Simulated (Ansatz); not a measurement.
# GaP: the cost of one run

Computed with Ansatz 0.2.0 (DFT PBE, scalar-relativistic, plane waves, PAW, unless a step's input says otherwise).

## Step 1: The starting structure

The structure is cubic, space group F-43m (No. 216). The conventional cell has a = 5.505 Å, b = 5.505 Å, c = 5.505 Å, α = 90.00°, β = 90.00°, γ = 90.00°. Around Ga (site symmetry -43m) lie 4 P at 2.38 Å. P (site symmetry -43m) has 4 Ga at 2.38 Å in its first shell of neighbours.

Coordinates:

```cif
data_structure
_symmetry_space_group_name_H-M 'P 1'
_symmetry_Int_Tables_number 1
_cell_length_a 3.8927
_cell_length_b 3.8927
_cell_length_c 3.8927
_cell_angle_alpha 60.000
_cell_angle_beta 60.000
_cell_angle_gamma 60.000
_cell_volume 41.71
loop_
_atom_site_label
_atom_site_type_symbol
_atom_site_fract_x
_atom_site_fract_y
_atom_site_fract_z
_atom_site_occupancy
Ga1 Ga 0.00000 0.00000 0.00000 1
P1 P 0.25000 0.25000 0.25000 1
```

This cell was relaxed beforehand with the same method: volume 20.85 Å³/atom, gap on the mesh 1.58 eV.

## Step 2: Building the cluster of 6 host atoms, cut as a sphere about cell point 3/8, shaken

The cluster is cut from the relaxed crystal and set in a periodic box with vacuum round it. Its excess energy counts from the bulk, -2269.7787 eV an atom.

The cell holds 3 P, 3 Ga: a = 12.600 Å, b = 12.900 Å, c = 13.200 Å, α = 90.00°, β = 90.00°, γ = 90.00°.

## Step 3: Relaxing it

File input.yaml:

```yaml
crystal:
  lattice:
    - [12.6, 0.0, 0.0]
    - [0.0, 12.9, 0.0]
    - [0.0, 0.0, 13.2]
  atoms:
    - { symbol: P, position: [0.4400251868, 0.4451389655, 0.663482549], spin: 0.4 }
    - { symbol: Ga, position: [0.3337930579, 0.5554551595, 0.5677426858], spin: 0.4 }
    - { symbol: P, position: [0.4476974755, 0.650967629, 0.45175436], spin: 0.4 }
    - { symbol: Ga, position: [0.5602022091, 0.3496298806, 0.5445954691], spin: 0.4 }
    - { symbol: P, position: [0.6595742227, 0.4408269868, 0.4422341003], spin: 0.4 }
    - { symbol: Ga, position: [0.5466533615, 0.5412077175, 0.3584320375], spin: 0.4 }
basis:
  ecutwfc: 420
kpoints:
  mp_grid: { grid: [1, 1, 1] }
hamiltonian:
  xc: pbe
scf:
  occupations: { method: gaussian, width: 0.05 }
output:
  forces: true
  eigenvalues: true
  populations: true
  write_density: true
  write_potential: true
  elf: true
  volumetric_format: npy
magnetization:
  spin_polarized: true
relax:
  adjacent_minimum: "off"
  f_tol: 0.03
  max_steps: 40
```

Run with:

```
$ ansatz run input.yaml --threads 4 --pin off --max-ram 11264MiB --backend cpu --events-out ev --progress --plain --runs-dir out
```

Q: Estimate wall time and peak memory on 4 threads of Intel Xeon Platinum 8259CL at 2.50GHz (Skylake/Cascade Lake), shared host.

About 2 min, with a peak of 1.7 GiB.
